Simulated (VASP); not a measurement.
Crystal: Zr.

```
CELL_PARAMETERS angstrom
-1.79085 1.79085 1.79085
1.79085 -1.79085 1.79085
1.79085 1.79085 -1.79085
ATOMIC_POSITIONS crystal
Zr 0.00000 0.00000 0.00000
```

This isn't the form of Zr at room conditions, which is hcp.

| Quantity | Value |
| --- | --- |
| Program | VASP 6.6.1 |
| Task | relaxation of cell and atoms |
| Functional | PBEsol |
| Potentials or basis | VASP PAW PBE potentials, release 64 (Zr_sv) |
| Cutoff | 600 eV |
| k mesh | 6 × 6 × 6 |
| Occupations | gaussian, width 0.1 eV |
| Spin | no spin polarisation |

At the start: pressure -5.2 GPa; volume 22.97 Å³/atom.

Problem. How do energy, volume and symmetry change on relaxing?

Solution. Over 6 steps the energy falls by 21.6 meV/atom and the volume is 21.70 Å³/atom (-5.5 %); space group Im-3m (No. 229, to 0.05 Å).

The path:
```
step  energy change (eV)  largest force (eV/Å)  pressure (GPa)  volume (Å³)
   1              0.0000                0.0000           -5.19        22.97
   2             -0.0020                0.0000            5.85        20.59
   3             -0.0216                0.0000           -0.04        21.71
   4             -0.0216                0.0000            0.08        21.69
   5             -0.0216                0.0000           -0.06        21.72
   6             -0.0216                0.0000            0.00        21.70
```

Final structure:
```yaml
crystal:
  lattice:
    - [-1.75720, 1.75720, 1.75720]
    - [1.75720, -1.75720, 1.75720]
    - [1.75720, 1.75720, -1.75720]
  atoms:
    - { symbol: Zr, position: [0.00000, 0.00000, 0.00000] }
```

Caveat: the k mesh is coarse (spacing up to 0.41 Å⁻¹), so the values aren't converged; the PAW data sets were made with another functional, which shifts forces and pressure a little.
